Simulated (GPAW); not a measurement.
Runs of GPAW 26.7.0 on Ge. The structure is tetragonal, space group I4_1/amd (No. 141). Conventional cell: a = 5.149 Å, b = 5.149 Å, c = 2.795 Å, α = 90.00°, β = 90.00°, γ = 90.00°. Ge (site symmetry -4m2) is surrounded by 6 Ge at 2.67 to 2.79 Å. This isn't the form of Ge at room conditions, which is diamond.

```tsv
task	level	potentials or basis	spin	cell	k mesh	band path	band points	spin axis theta (degrees)	spin axis phi (degrees)	optimizer	gap on the mesh (eV)	pressure (GPa)	relaxed volume (Å³/atom)
band structure	LDA	PAW data sets generated in the run's folder for this functional, pw	off	as given	8 × 8 × 8	GXMGZPNZ1M,XP	80	-	-	-	-	-2.7	-
band structure	r2SCAN	GPAW PAW data sets (gpaw-data 1.2.1), pw	SOC, no magnetisation	as given	8 × 8 × 8	GXMGZPNZ1M,XP	60	90	45	-	-	0.2	-
relaxation of cell and atoms	revPBE+D4	the program's PAW data sets (release 1.2.1) made for this functional, pw	off	relaxed	11 × 11 × 11	-	-	-	-	BFGS	none	0.0	(a)
relaxation of cell and atoms	RPBE+D4	the program's PAW data sets (release 1.2.1) made for this functional, pw	off	relaxed	11 × 11 × 11	-	-	-	-	FIRE	none	0.1	18.14
relaxation of cell and atoms	revPBE+D3(BJ)	the program's PAW data sets (release 1.2.1) made for this functional, pw	off	relaxed	11 × 11 × 11	-	-	-	-	BFGS	none	0.0	18.14
relaxation of cell and atoms	RPBE+D3(BJ)	the program's PAW data sets (release 1.2.1) made for this functional, pw	off	relaxed	11 × 11 × 11	-	-	-	-	FIRE	none	-0.1	(b)
relaxation of cell and atoms	PBE+D3(BJ)	GPAW PAW data sets (gpaw-data 1.2.1), pw	off	relaxed	8 × 8 × 8	-	-	-	-	BFGS	none	0.0	18.53
```

Alike in all rows: cutoff (eV) 600; smearing fermi-dirac 0.05 eV.

Question: Estimate the missing entries.

Answer: (a) 18.28; (b) 15.71.

Caveats: later steps reuse the first step's grids (some runs); pairwise dispersion overbinds metals, which lowers pressure and volume (some runs); spin-orbit coupling was added after a scalar SCF, so levels and gaps hold it while energy, forces, pressure and moments don't (some runs); this program's spin-orbit splittings come out too wide for heavy elements (some runs); the PAW data sets were made with another functional, which shifts forces and pressure a little (some runs); the volume moved by over 15 % at a fixed basis, so the end points are rough (some runs).

A k mesh can miss the band edges, and rows without SOC leave out spin-orbit coupling on Ge.

A gap of «none» marks a metal or a gap under the smearing width.
